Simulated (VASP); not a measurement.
Set up this calculation in VASP 6.6.1, as the native input.

```yaml
Task: single point
Functional: PBE
Potentials_or_basis: VASP PAW PBE potentials, release 64 (Hg)
Cutoff: 520 eV
k_mesh: 12 × 12 × 12
Occupations: fermi-dirac, width 0.136057 eV
Spin: no spin polarisation
Dipole_correction: no
Further_INCAR_settings: ALGO = Normal; EDIFF = 1e-06; NBANDS = 12
```

The structure of Hg lies in POSCAR:

```
Hg
1.0
   -1.9305316799      1.9305316799      1.9305316799
    1.9305316799     -1.9305316799      1.9305316799
    1.9305316799      1.9305316799     -1.9305316799
Hg
1
Direct
    0.0000000000      0.0000000000      0.0000000000
```

The cell was built by a generator and needn't be a form met in nature.

One way to write it, as run:

INCAR

```
  ALGO = Normal
  EDIFF = 1E-6
  ENCUT = 520
  GGA = PE
  ISIF = 2
  ISMEAR = -1
  LASPH = T
  LCHARG = F
  LREAL = F
  LWAVE = F
  NBANDS = 12
  NELM = 60
  PREC = Accurate
  SIGMA = 0.13605693000000002
```

KPOINTS

```
k-points
0
Gamma
  12 12 12
```

Potentials or basis: VASP PAW PBE potentials, release 64 (Hg).

Command:

```console
$ cat potpaw_PBE.64/Hg/POTCAR > POTCAR
$ mpirun -np 1 vasp_std > vasp.out
```

Results of the run:

```yaml
Pressure: 0.2 GPa
Band_gap_on_the_k_mesh: none (metal or under the smearing width)
```

Run time: 12 s on 1 thread of Intel(R) Xeon(R) Platinum 8559C (Emerald Rapids) (shared host), peak memory 0.17 GiB.
